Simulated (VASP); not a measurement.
SnSe, 2 atoms in the cell. The structure is cubic, space group Fm-3m (No. 225). The conventional cell has a = 5.970 Å, b = 5.970 Å, c = 5.970 Å, α = 90.00°, β = 90.00°, γ = 90.00°. Sn (site symmetry m-3m) has 6 Se at 2.98 Å as nearest neighbours. Se (site symmetry m-3m) has 6 Sn at 2.98 Å as nearest neighbours. Measurements of this composition are mostly on another form, of space group No. 62.

- Program: VASP 6.6.1
- Task: single point
- Functional: PBE
- Potentials or basis: VASP PAW PBE potentials, release 64 (Sn_d, Se)
- Cutoff: 520 eV
- k mesh: 8 × 8 × 8
- Occupations: fermi-dirac, width 0.02 eV
- Spin: no spin polarisation
- Dipole correction: no
- Further INCAR settings: ALGO = Normal; EDIFF = 1e-06; NBANDS = 17

Potentials or basis: VASP PAW PBE potentials, release 64 (Sn_d, Se).

Run with:

```bash
$ cat potpaw_PBE.64/Sn_d/POTCAR potpaw_PBE.64/Se/POTCAR > POTCAR
$ mpirun -np 1 vasp_std > vasp.out
```

Hardware: 1 thread of AMD EPYC 9R45 96-Core Processor (Zen 5) (shared host).

**Question.** Estimate the wall time of this run.

**Answer.** Run time: 18 s on 1 thread of AMD EPYC 9R45 96-Core Processor (Zen 5) (shared host), peak memory 0.16 GiB. Counts: scf iterations 12, k points 29.
